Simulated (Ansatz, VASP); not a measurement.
## H4C2O: VASP beside Ansatz

```
CELL_PARAMETERS angstrom
8.56899 0.00000 0.00000
0.00000 8.56899 0.00000
0.00000 0.00000 8.56899
ATOMIC_POSITIONS crystal
O 0.59168 0.00758 0.96678
O 0.58053 0.86657 0.30943
O 0.22364 0.86955 0.57358
O 0.99974 0.48499 0.69918
C 0.71157 0.06463 0.96704
C 0.56105 0.98168 0.37274
C 0.19768 0.80290 0.46180
C 0.95039 0.57111 0.61104
C 0.39803 0.46035 0.57197
C 0.04837 0.54434 0.10945
C 0.59925 0.41082 0.18969
C 0.09394 0.14734 0.30474
H 0.34874 0.49039 0.68624
H 0.51818 0.50346 0.56433
H 0.32776 0.51430 0.47910
H 0.39738 0.33303 0.55656
H 0.14719 0.52766 0.18883
H 0.95704 0.61030 0.16980
H 0.00252 0.43054 0.07318
H 0.08721 0.60969 0.00654
H 0.49012 0.36796 0.24224
H 0.66758 0.47438 0.27771
H 0.57249 0.48928 0.09234
H 0.66838 0.31138 0.14663
H 0.19518 0.14889 0.38277
H 0.03273 0.03592 0.31649
H 0.13285 0.16147 0.18384
H 0.01476 0.24260 0.33561
```

Alike in both runs: functional PBE; dispersion D3(BJ); k mesh 1 × 1 × 1; occupations fermi-dirac, width 0.02 eV; no spin polarisation.

Ansatz relaxed the structure, and its values are those at the end. VASP's run is a single point on that final structure, the one shown.

```csv
,VASP,Ansatz
version,VASP 6.6.1,Ansatz 0.2.0
potentials or method,"VASP PAW PBE potentials, release 64 (O, C, H)","scalar-relativistic, plane waves, PAW"
plane-wave cutoff (eV),520,420
valence electrons in the cell,72,72
```

Ansatz gave:

| Property | Result |
| --- | --- |
| rms of the force components (eV/Å) | 0.100 |
| dispersion energy (meV/atom) | -24.6 |

Estimate VASP's values.

rms of the force components (eV/Å): 0.209; dispersion energy (meV/atom): -24.6.

One of these differences is far larger than is usual between the two programs; its cause wasn't traced.

Caveats: the standard files for N, O and F lose accuracy on very short bonds.
